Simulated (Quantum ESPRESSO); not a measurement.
# InP (F-43m) in Quantum ESPRESSO: notebook, part 4 of 5

Quantum ESPRESSO 7.5. The steps go on from the part before.

## (5) Phonons, RPBE

Input file pw.in:

```
&CONTROL
  calculation = 'scf'
  prefix = 'pwscf'
  outdir = './tmp'
  pseudo_dir = './pseudo'
  tprnfor = .true.
  tstress = .true.
  disk_io = 'low'
/
&SYSTEM
  ibrav = 0
  nat = 2
  ntyp = 2
  ecutwfc = 70
  nbnd = 15
  input_dft = 'rpbe'
  occupations = 'smearing'
  smearing = 'fd'
  degauss = 0.00367493
/
&ELECTRONS
  conv_thr = 4d-10
  electron_maxstep = 120
  mixing_beta = 0.5
/
ATOMIC_SPECIES
In   114.8180 In.upf
P     30.9738 P.upf
CELL_PARAMETERS angstrom
   0.0000000000    2.9305000000    2.9305000000
   2.9305000000    0.0000000000    2.9305000000
   2.9305000000    2.9305000000    0.0000000000
ATOMIC_POSITIONS crystal
In     0.0000000000    0.0000000000    0.0000000000
P      0.7500000000    0.7500000000    0.7500000000
K_POINTS automatic
4 4 4 1 1 1
```

Input file relax.in:

```
&CONTROL
  calculation = 'vc-relax'
  prefix = 'pwscf'
  outdir = './tmp'
  pseudo_dir = './pseudo'
  tprnfor = .true.
  tstress = .true.
  disk_io = 'low'
  nstep = 40
  forc_conv_thr = 0.0001
  etot_conv_thr = 1d-06
/
&SYSTEM
  ibrav = 0
  nat = 2
  ntyp = 2
  ecutwfc = 70
  nbnd = 15
  input_dft = 'rpbe'
  occupations = 'smearing'
  smearing = 'fd'
  degauss = 0.00367493
/
&ELECTRONS
  conv_thr = 4d-10
  electron_maxstep = 120
  mixing_beta = 0.5
/
&IONS
  ion_dynamics = 'bfgs'
/
&CELL
  cell_dynamics = 'bfgs'
  press = 0
  press_conv_thr = 0.2
/
ATOMIC_SPECIES
In   114.8180 In.upf
P     30.9738 P.upf
CELL_PARAMETERS angstrom
   0.0000000000    2.9305000000    2.9305000000
   2.9305000000    0.0000000000    2.9305000000
   2.9305000000    2.9305000000    0.0000000000
ATOMIC_POSITIONS crystal
In     0.0000000000    0.0000000000    0.0000000000
P      0.7500000000    0.7500000000    0.7500000000
K_POINTS automatic
4 4 4 1 1 1
```

Input file gamma.in:

```
&CONTROL
  calculation = 'bands'
  prefix = 'pwscf'
  outdir = './tmp'
  pseudo_dir = './pseudo'
  disk_io = 'low'
  verbosity = 'high'
/
&SYSTEM
  ibrav = 0
  nat = 2
  ntyp = 2
  ecutwfc = 70
  nbnd = 15
  input_dft = 'rpbe'
  occupations = 'smearing'
  smearing = 'fd'
  degauss = 0.00367493
/
&ELECTRONS
  conv_thr = 1d-08
  electron_maxstep = 120
  mixing_beta = 0.5
  diago_full_acc = .true.
/
ATOMIC_SPECIES
In   114.8180 In.upf
P     30.9738 P.upf
CELL_PARAMETERS angstrom
   0.0000000000    3.0049257343    3.0049257343
   3.0049257343    0.0000000000    3.0049257343
   3.0049257343    3.0049257343    0.0000000000
ATOMIC_POSITIONS crystal
In     0.0000000000    0.0000000000    0.0000000000
P      0.7500000000    0.7500000000    0.7500000000
K_POINTS crystal
1
0.0 0.0 0.0 1
```

Input file scf2.in:

```
&CONTROL
  calculation = 'scf'
  prefix = 'pwscf'
  outdir = './tmp'
  pseudo_dir = './pseudo'
  tprnfor = .true.
  tstress = .true.
  disk_io = 'low'
/
&SYSTEM
  ibrav = 0
  nat = 2
  ntyp = 2
  ecutwfc = 70
  nbnd = 15
  input_dft = 'rpbe'
  occupations = 'fixed'
/
&ELECTRONS
  conv_thr = 1d-13
  electron_maxstep = 120
  mixing_beta = 0.5
  startingpot = 'file'
/
ATOMIC_SPECIES
In   114.8180 In.upf
P     30.9738 P.upf
CELL_PARAMETERS angstrom
   0.0000000000    3.0049257343    3.0049257343
   3.0049257343    0.0000000000    3.0049257343
   3.0049257343    3.0049257343    0.0000000000
ATOMIC_POSITIONS crystal
In     0.0000000000    0.0000000000    0.0000000000
P      0.7500000000    0.7500000000    0.7500000000
K_POINTS automatic
4 4 4 1 1 1
```

Input file ph.in:

```
phonons of InP
&INPUTPH
  prefix = 'pwscf'
  outdir = './tmp'
  tr2_ph = 1d-16
  fildyn = 'dyn'
  niter_ph = 60
  alpha_mix(1) = 0.7
  epsil = True
/
0.0000000000 0.0000000000 0.0000000000
```

Input file dynmat.in:

```
&INPUT
  fildyn = 'dyn'
  asr = 'crystal'
  lperm = .true.
  filout = 'dynmat.disp'
  fileig = 'dynmat.eig'
/
```

Input file dynmat_lo.in:

```
&INPUT
  fildyn = 'dyn'
  asr = 'crystal'
  filout = 'dynmat_lo.disp'
  fileig = 'dynmat_lo.eig'
  q(1) = 0
  q(2) = 0
  q(3) = 1
/
```

Potentials or basis: PseudoDojo 0.4.1 SR PBE standard.

The run is started by

```
> OMP_NUM_THREADS=1 pw.x -in pw.in > pw.out
> OMP_NUM_THREADS=1 pw.x -in relax.in > relax.out
> OMP_NUM_THREADS=1 pw.x -in gamma.in > gamma.out
> OMP_NUM_THREADS=1 pw.x -in scf2.in > scf2.out
> OMP_NUM_THREADS=1 ph.x -in ph.in > ph.out
> OMP_NUM_THREADS=1 dynmat.x -in dynmat.in > dynmat.out
> OMP_NUM_THREADS=1 dynmat.x -in dynmat_lo.in > dynmat_lo.out
```

pw.out:

```text
This program is part of the open-source Quantum ESPRESSO suite
     for quantum simulation of materials; please cite
         "P. Giannozzi et al., J. Phys.:Condens. Matter 21 395502 (2009);
         "P. Giannozzi et al., J. Phys.:Condens. Matter 29 465901 (2017);
         "P. Giannozzi et al., J. Chem. Phys. 152 154105 (2020);
     in publications or presentations arising from this work. More details at

     IMPORTANT: XC functional enforced from input :
     Exchange-correlation= RPBE
                           (   1   4  44   4   0   0   0)
     Any further DFT definition will be discarded
     Please, verify this is what you really want

     Message from routine setup:
     using ibrav=0 with symmetry is DISCOURAGED, use correct ibrav instead

     G-vector sticks info
     --------------------
     sticks:   dense  smooth     PW     G-vecs:    dense   smooth      PW
     Sum        1177    1177    349                26813    26813    4279

     Using Slab Decomposition

[... 190 lines left out ...]

    -7.1932  -6.9387  -6.9314  -6.9179  -6.8497  -2.0576   1.7647   4.5922
     5.0792   9.4290  10.2567  15.1729  15.6400  16.9335  18.1277

          k = 0.2652 0.2652 0.2652 (  3365 PWs)   bands (ev):
[... 6 lines left out ...]
    -7.1567  -6.9729  -6.9580  -6.8848  -6.8693  -2.2191   1.8343   4.1850
     5.7542  10.0668  12.2172  13.5169  14.1577  15.9739  16.4977

     the Fermi energy is     7.9834 ev

!    total energy              =    -146.88838306 Ry
     estimated scf accuracy    <          5.2E-11 Ry
     smearing contrib. (-TS)   =      -0.00000000 Ry
     internal energy E=F+TS    =    -146.88838306 Ry

     The total energy is F=E-TS. E is the sum of the following terms:
     one-electron contribution =     -49.71248705 Ry
     hartree contribution      =      36.91433322 Ry
     xc contribution           =     -44.36982504 Ry
     ewald contribution        =     -89.72040420 Ry

     convergence has been achieved in   9 iterations

     Forces acting on atoms (cartesian axes, Ry/au):

     atom    1 type  1   force =     0.00000000   -0.00000000    0.00000000
     atom    2 type  2   force =    -0.00000000    0.00000000   -0.00000000

     Total force =     0.000000     Total SCF correction =     0.000000

     Computing stress (Cartesian axis) and pressure

          total   stress  (Ry/bohr**3)                   (kbar)     P=       50.10
   0.00034055  -0.00000000   0.00000000           50.10       -0.00        0.00
  -0.00000000   0.00034055  -0.00000000           -0.00       50.10       -0.00
   0.00000000  -0.00000000   0.00034055            0.00       -0.00       50.10

=------------------------------------------------------------------------------=
   JOB DONE.
=------------------------------------------------------------------------------=
```

gamma.out:

```text
This program is part of the open-source Quantum ESPRESSO suite
     for quantum simulation of materials; please cite
         "P. Giannozzi et al., J. Phys.:Condens. Matter 21 395502 (2009);
         "P. Giannozzi et al., J. Phys.:Condens. Matter 29 465901 (2017);
         "P. Giannozzi et al., J. Chem. Phys. 152 154105 (2020);
     in publications or presentations arising from this work. More details at
[... 350 lines left out ...]

          k = 0.0000 0.0000 0.0000 (  3695 PWs)   bands (ev):

    -7.8136  -7.8136  -7.8136  -7.7006  -7.7006  -4.6997   6.2923   6.2923
     6.2923   6.7166  10.4481  10.4481  10.4481  14.8173  15.5985

=------------------------------------------------------------------------------=
   JOB DONE.
=------------------------------------------------------------------------------=
```

Run time: 4.6 min. Hardware: 1 thread of Arm Neoverse V2, shared host; peak memory 0.09 GiB.

What came out:

```yaml
Free_energy: -1998.5766 eV
Relaxed_volume: 27.13 Å³/atom
Relaxed_cell: a = 4.250 Å, b = 4.250 Å, c = 4.250 Å, α = 60.00°, β = 60.00°, γ = 60.00°
Space_group_after_relaxing_to_0.05_Å: F-43m (No. 216)
Pressure_after_relaxing: 0.1 GPa
Electronic_dielectric_tensor_diagonal: 12.01
Born_charges_mean_of_the_diagonal: In +2.67; P -2.75 e
Highest_phonon_frequency_at_Γ_LO-TO_splitting_left_out: 277 cm⁻¹
Static_dielectric_tensor_diagonal: 15.57
```

Step by step:
```
step  energy change (eV)  largest force (eV/Å)  pressure (GPa)  volume (Å³)
   1              0.0000                0.0000            5.01        50.33
   2             -0.0328                0.0000            3.14        51.63
   3             -0.0528                0.0000            1.31        53.08
   4             -0.0575                0.0000            0.10        54.17
   5             -0.0575                0.0000            0.00        54.27
   6             -0.0575                0.0000            0.00        54.27
```

Final structure:
```cif
data_structure
_symmetry_space_group_name_H-M 'P 1'
_symmetry_Int_Tables_number 1
_cell_length_a 4.2496
_cell_length_b 4.2496
_cell_length_c 4.2496
_cell_angle_alpha 60.000
_cell_angle_beta 60.000
_cell_angle_gamma 60.000
_cell_volume 54.27
loop_
_atom_site_label
_atom_site_type_symbol
_atom_site_fract_x
_atom_site_fract_y
_atom_site_fract_z
_atom_site_occupancy
In1 In 0.00000 0.00000 0.00000 1
P1 P 0.75000 0.75000 0.75000 1
```

Phonon frequencies in cm⁻¹ (negative: imaginary):
```
              q point        frequencies
(0.000, 0.000, 0.000)  1 1 1 277 277 277
```

Electronic dielectric tensor:
```
12.01  0.00  0.00
 0.00 12.01  0.00
 0.00  0.00 12.01
```

Born effective charge tensors (e):
atom 1, In
```
2.67 0.00 0.00
0.00 2.67 0.00
0.00 0.00 2.67
```
atom 2, P
```
-2.75  0.00  0.00
 0.00 -2.75  0.00
 0.00  0.00 -2.75
```

Optical modes at Γ, degenerate ones joined, polar ones without the macroscopic field:
```tsv
cm⁻¹	components	symmetry	active in	IR intensity, summed ((D/Å)²/amu)
277	3	T2	IR and Raman	20.84
```

Zone-centre frequencies without and with the macroscopic field along z (cm⁻¹):
```tsv
	optical modes in rising order
without	277 277 277
with the field	277 277 315
```

Static dielectric tensor, electrons and zone-centre modes:
```
15.57  0.00  0.00
 0.00 15.57  0.00
 0.00  0.00 15.57
```

Caveat: the mesh is thin for the dielectric tensor, Born charges and intensities, which usually come out too large; the potentials were made for another functional, which shifts forces and pressure; the Born charges break their sum rule by 0.07 e, a sign of too thin a mesh.

[end of part 4 of 5]
